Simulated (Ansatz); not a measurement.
**Sn: equation of state with PBE**

Sn:

```
Sn
1.0
     0.00000    3.23334    3.23334
     3.23334    0.00000    3.23334
     3.23334    3.23334    0.00000
Sn
2
Direct
  0.75000 0.75000 0.75000
  0.50000 0.50000 0.50000
```

This isn't the form of Sn at room conditions, which is tetragonal (white tin).

| Property | Result |
| --- | --- |
| Program | Ansatz 0.2.0 |
| Task | equation of state |
| Functional | PBE |
| Potentials or basis | Ansatz PAW accurate |
| Cutoff | 770 eV |
| Density cutoff | 3080 eV |
| k mesh | 7 × 7 × 7 |
| Occupations | fermi-dirac, width 0.05 eV |
| Spin | no spin polarisation |

```json
{
  "Equilibrium volume": "36.87 Å³/atom (rough: see the caveat)",
  "Bulk modulus": "36 GPa (rough)"
}
```

Energy against volume, from the lowest point:
```
volume (Å³/atom)  energy (meV/atom)
          31.775             101.42
          32.451              72.25
          33.127              48.70
          33.803              30.20
          34.479              16.23
          35.155               6.30
          35.831               0.00
```

All runs of the series together: 19 s on 2 threads of Intel(R) Xeon(R) Platinum 8259CL CPU @ 2.50GHz (Skylake/Cascade Lake) (shared host).

Caveat: the minimum lies outside the volumes run.
